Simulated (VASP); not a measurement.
# BaTiO3 (R3m) in VASP: Born charges and dielectric tensor with LDA

Aim: the Born charges and dielectric tensor of BaTiO3 with LDA.

Program: VASP 6.6.1. These are calculated values, not measurements. Logs are shortened: lines on timing, memory, paths and dates and some standing lists are left out, and cuts for length are marked.

### 1 The structure

Symmetry: R3m, No. 160, trigonal system. The conventional cell has a = 5.598 Å, b = 5.598 Å, c = 6.867 Å, α = 90.00°, β = 90.00°, γ = 120.00°. Around Ba (site symmetry 3m) lie 12 O at 2.75 to 2.85 Å. Ti (site symmetry 3m) is surrounded by 6 O at 1.89 to 2.07 Å. Around O (site symmetry m) lie 2 Ti at 1.89 to 2.07 Å.

The cell is a database's computed one.

### 2 Born charges and dielectric tensor, LDA

INCAR reads:

```
SYSTEM = BaTiO3
PREC = Accurate ; ENCUT = 600
EDIFF = 1E-8 ; ISMEAR = 0
SIGMA = 0.02 ; LREAL = .FALSE.
LASPH = .TRUE. ; NELM = 60
ALGO = Fast ; ISIF = 2
LWAVE = .FALSE. ; LCHARG = .FALSE.
LEPSILON = .TRUE. ; IBRION = 8
NSW = 1
```

KPOINTS reads:

```
Automatic mesh
0
G
  3 3 3
  0 0 0
```

POSCAR reads:

```
BaTiO3
1.0
    2.7991600000      1.6160900000      2.2889700000
   -2.7991600000      1.6160900000      2.2889700000
    0.0000000000     -3.2321900000      2.2889700000
Ba Ti O
1 1 3
Direct
    0.9985500000      0.9985500000      0.9985500000
    0.5076900000      0.5076900000      0.5076900000
    0.4898600000      0.9851400000      0.4898600000
    0.4898600000      0.4898600000      0.9851400000
    0.9851400000      0.4898600000      0.4898600000
```

Potentials or basis: VASP PAW LDA potentials, release 64 (Ba_sv, Ti_sv, O).

On the command line:

```sh
$ cat potpaw_LDA.64/Ba_sv/POTCAR potpaw_LDA.64/Ti_sv/POTCAR potpaw_LDA.64/O/POTCAR > POTCAR
$ mpirun -np 1 vasp_std > vasp.out
```

OUTCAR:

```text
SYSTEM = BaTiO3
   PREC = Accurate
   ENCUT = 600
   EDIFF = 1E-8
   ISMEAR = 0
   LREAL = .FALSE.
   LASPH = .TRUE.
   NELM = 60
   ISIF = 2
   LEPSILON = .TRUE.
   IBRION = 8
   NSW = 1

 ion  position               nearest neighbor table
   1  0.999  0.999  0.999-   4 2.75   3 2.75   5 2.75   5 2.80   3 2.80   3 2.80   5 2.80   4 2.80
                             4 2.80   4 2.85   3 2.85   5 2.85   2 3.37   2 3.41   2 3.41   2 3.41
   2  0.508  0.508  0.508-   3 1.89   5 1.89   4 1.89   3 2.07   5 2.07   4 2.07   1 3.37   1 3.41
                             1 3.41   1 3.41   1 3.45   1 3.45   1 3.45   1 3.50
   3  0.490  0.985  0.490-   2 1.89   2 2.07   1 2.75   1 2.80   1 2.80   1 2.85
   4  0.490  0.490  0.985-   2 1.89   2 2.07   1 2.75   1 2.80   1 2.80   1 2.85
   5  0.985  0.490  0.490-   2 1.89   2 2.07   1 2.75   1 2.80   1 2.80   1 2.85

  LATTYP: Found a trigonal (rhomboedric) cell.
 ALAT       =     3.9606094549
 COS(alpha) =     0.0010093977

  Lattice vectors:

 A1 = (   2.7991600000,   1.6160900000,   2.2889700000)
 A2 = (  -2.7991600000,   1.6160900000,   2.2889700000)
 A3 = (   0.0000000000,  -3.2321900000,   2.2889700000)

Analysis of symmetry for initial positions (statically):
=====================================================================
 Subroutine PRICEL returns:
 Original cell was already a primitive cell.

 Routine SETGRP: Setting up the symmetry group for a
 trigonal (rhombohedral) supercell.

 Subroutine GETGRP returns: Found  6 space group operations
 (whereof  6 operations were pure point group operations)
 out of a pool of 12 trial point group operations.
[... 457 lines left out ...]
  x    -6.79672    -2.73625    -2.71980    -2.49100    -1.84534    -3.70819
  y    -2.88658    -2.61726    -1.57027    -2.00936    -1.30659    -1.99552
  z    -2.65891    -1.51505    -3.11205    -0.99061    -0.37389    -0.90442

 SECOND DERIVATIVES (NOT SYMMETRIZED)
 ------------------------------------
               1X          1Y          1Z          2X          2Y          2Z          3X          3Y          3Z          4X          4Y          4Z          5X          5Y          5Z
  1X    -6.966485    0.000000    0.000000    3.935655    0.000000    0.000000    1.048220   -0.065720   -0.030613    0.934390    0.000000    0.000000    1.048220    0.065720    0.030613
  1Y     0.000000   -6.966464    0.000010   -0.000000    3.935643   -0.000006   -0.065720    0.972330    0.017673    0.000000    1.086160   -0.035351    0.065720    0.972330    0.017673
  1Z     0.000000    0.000010   -7.048052    0.000000   -0.000006    3.788248   -0.058701    0.033889    1.086601    0.000000   -0.067783    1.086601    0.058701    0.033889    1.086601
  2X     3.913241    0.000000    0.000000   -2.193329    0.000000    0.000000   -0.905356    0.575130    0.605754    0.090800    0.000000    0.000000   -0.905356   -0.575130   -0.605754
  2Y     0.000000    3.913229   -0.000006    0.000000   -2.193322    0.000010    0.575131   -0.241251   -0.349733    0.000000   -1.237406    0.699462   -0.575131   -0.241251   -0.349733
  2Z     0.000000   -0.000006    3.817066    0.000000    0.000010   -6.626612   -0.023979    0.013843    0.936516    0.000000   -0.027690    0.936516    0.023979    0.013843    0.936516
  3X     1.065173   -0.067638   -0.048889   -0.971968    0.634422   -0.017541   -7.158268    1.264509    1.546931    1.947223   -1.914889   -1.709078    5.117840    0.083596    0.228576
  3Y    -0.067638    0.987069    0.028224    0.634421   -0.239399    0.010126    1.264509   -5.698115   -0.893110   -1.746955    4.060531   -1.250675   -0.084337    0.889914    2.105435
  3Z    -0.032927    0.019009    1.093572    0.652639   -0.376802    0.950413    1.539046   -0.888557   -6.793043   -1.934232   -0.857471    2.374529   -0.224526    2.103822    2.374529
  4X     0.948021    0.000000    0.000000    0.126884    0.000000    0.000000    1.946581   -1.746584   -1.937654   -4.968068    0.000000    0.000000    1.946581    1.746584    1.937654
  4Y     0.000000    1.104221   -0.056454    0.000000   -1.338249   -0.020256   -1.914519    4.061172   -0.854770    0.000000   -7.888316    1.786250    1.914519    4.061172   -0.854770
  4Z     0.000000   -0.038022    1.093572    0.000000    0.753601    0.950413   -1.709706   -1.246361    2.374529    0.000000    1.777144   -6.793043    1.709706   -1.246361    2.374529
  5X     1.065173    0.067638    0.048889   -0.971968   -0.634422    0.017541    5.117840   -0.083596   -0.228576    1.947223    1.914889    1.709078   -7.158268   -1.264509   -1.546931
  5Y     0.067638    0.987069    0.028224   -0.634421   -0.239399    0.010126    0.084337    0.889914    2.105435    1.746955    4.060531   -1.250675   -1.264509   -5.698115   -0.893110
  5Z     0.032927    0.019009    1.093572   -0.652639   -0.376802    0.950413    0.224526    2.103822    2.374529    1.934232   -0.857471    2.374529   -1.539046   -0.888557   -6.793043

 Eigenvectors and eigenvalues of the dynamical matrix
 ----------------------------------------------------

   1 f  =   15.270543 THz    95.947653 2PiTHz  509.370494 cm-1    63.153864 meV
             X         Y         Z           dx          dy          dz
      0.000000 -0.000010  6.856953    -0.000000    0.000000    0.002681
      0.000000 -0.000005  3.486262     0.000000   -0.000000    0.002085
     -1.386368  0.800412  4.497506     0.499991   -0.288668   -0.003195
      0.000000 -1.600844  4.497506     0.000000    0.577336   -0.003193
      1.386368  0.800412  4.497506    -0.499991   -0.288668   -0.003195
[... 105 lines left out ...]
  15 f/i=    1.463154 THz     9.193266 2PiTHz   48.805555 cm-1     6.051115 meV
             X         Y         Z           dx          dy          dz
      0.000000 -0.000010  6.856953     0.014504   -0.000000   -0.000000
      0.000000 -0.000005  3.486262     0.625628   -0.000000   -0.000000
     -1.386368  0.800412  4.497506    -0.471043    0.041244    0.027651
      0.000000 -1.600844  4.497506    -0.399606    0.000000   -0.000000
      1.386368  0.800412  4.497506    -0.471043   -0.041244   -0.027651

--------------------------------------------------------------------------------------------------------

 MACROSCOPIC STATIC DIELECTRIC TENSOR IONIC CONTRIBUTION
 ------------------------------------------------------
        1392.880702    -0.000000     0.000000
          -0.000000  1392.876491    -0.000183
           0.000000    -0.000183    46.960926
 ------------------------------------------------------

 ELASTIC MODULI CONTR FROM IONIC RELAXATION (kBar)
 Direction    XX          YY          ZZ          XY          YZ          ZX
 --------------------------------------------------------------------------------
 XX       -4012.2526   3288.1821   -382.2386      0.0000  -7032.4002      0.0000
 YY        3288.1821  -4012.2621   -382.2342     -0.0000   7032.4125     -0.0000
 ZZ        -382.2386   -382.2342   -467.1081      0.0000     -0.0025      0.0000
 XY           0.0000     -0.0000      0.0000  -3650.1959      0.0000  -3141.0830
 YZ       -7032.4002   7032.4125     -0.0025      0.0000 -13594.5276      0.0000
 ZX           0.0000     -0.0000      0.0000  -3141.0830      0.0000  -2704.3629
 --------------------------------------------------------------------------------

 PIEZOELECTRIC TENSOR IONIC CONTR  for field in x, y, z        (C/m^2)
          XX          YY          ZZ          XY          YZ          ZX
  --------------------------------------------------------------------------------
  x    -0.00000     0.00000    -0.00000    66.79599    -0.00000    57.41336
  y    66.79616   -66.79628     0.00002    -0.00000   129.32612    -0.00000
  z     3.28672     3.28672     4.29555     0.00000    -0.00002     0.00000
```

OSZICAR:

```text
N       E                     dE             d eps       ncg     rms          rms(c)
DAV:   1     0.474697140620E+03    0.47470E+03   -0.23826E+04   288   0.202E+03
DAV:   2    -0.919428161622E+01   -0.48389E+03   -0.47841E+03   368   0.505E+02
DAV:   3    -0.525982203489E+02   -0.43404E+02   -0.43357E+02   440   0.147E+02
[... 12 lines left out ...]
RMM:  13    -0.365335976008E+00   -0.59625E-06    0.27163E-05  1213   0.310E-03    0.225E-04
RMM:  14    -0.365336147826E+00   -0.17182E-06    0.20369E-05  1173   0.227E-03    0.446E-04
RMM:  15    -0.365336128421E+00    0.19405E-07    0.12709E-05  1137   0.180E-03    0.262E-04
RMM:  16    -0.365336107662E+00    0.20759E-07    0.48361E-06  1223   0.138E-03    0.264E-04
RMM:  17    -0.365336249395E+00   -0.14173E-06    0.61349E-06  1192   0.117E-03    0.263E-04
RMM:  18    -0.365336350914E+00   -0.10152E-06    0.29872E-06  1214   0.102E-03    0.293E-04
 Linear response finished
```

It took 7.8 min on 1 thread of Intel Xeon Platinum 8488C (Sapphire Rapids), shared host; peak memory 0.28 GiB.

What came out:

| Property | Result |
| --- | --- |
| Band gap on the k mesh | 2.28 eV, direct |
| Electronic dielectric tensor (diagonal) | 7.02, 7.02, 6.71 |
| Born charges (mean of the diagonal) | Ba +2.85; Ti +7.27; O -3.37 e |
| Highest phonon frequency at Γ, LO-TO splitting left out | 509 cm⁻¹ |
| Most unstable mode | 49i cm⁻¹ |

Levels at points of the mesh, in eV from the valence-band top:
```csv
k point,band 16,band 17,band 18,band 19,band 20,band 21,band 22,band 23,band 24
"(0.00, 0.00, 0.00)",-1.04,-0.90,-0.10,0.00,0.00,2.28,2.28,2.39,4.67
```

Phonon frequencies in cm⁻¹ (negative: imaginary):
```tsv
q point	frequencies
(0.000, 0.000, 0.000)	-49 -49 -1 3 3 184 184 184 229 257 291 291 480 480 509
```

Electronic dielectric tensor:
```
7.02 0.00 0.00
0.00 7.02 0.00
0.00 0.00 6.71
```

Born effective charge tensors (e):
atom 1, Ba
```
2.87 0.00 0.00
0.00 2.87 0.00
0.00 0.00 2.82
```
atom 2, Ti
```
7.58 0.00 0.00
0.00 7.58 0.00
0.00 0.00 6.65
```
atom 3, O
```
-4.15  1.15  1.52
 1.15 -2.82 -0.88
 1.43 -0.82 -3.16
```
atom 4, O
```
-2.16  0.00  0.00
 0.00 -4.81  1.75
 0.00  1.65 -3.16
```
atom 5, O
```
-4.15 -1.15 -1.52
-1.15 -2.82 -0.88
-1.43 -0.82 -3.16
```

Caveat: the k mesh is coarse (spacing up to 0.53 Å⁻¹), so the values aren't converged; some modes are imaginary; spin-orbit coupling is left out, which moves the levels of the heavy elements; an odd mesh through Γ misses points on the zone boundary, where band edges often lie.
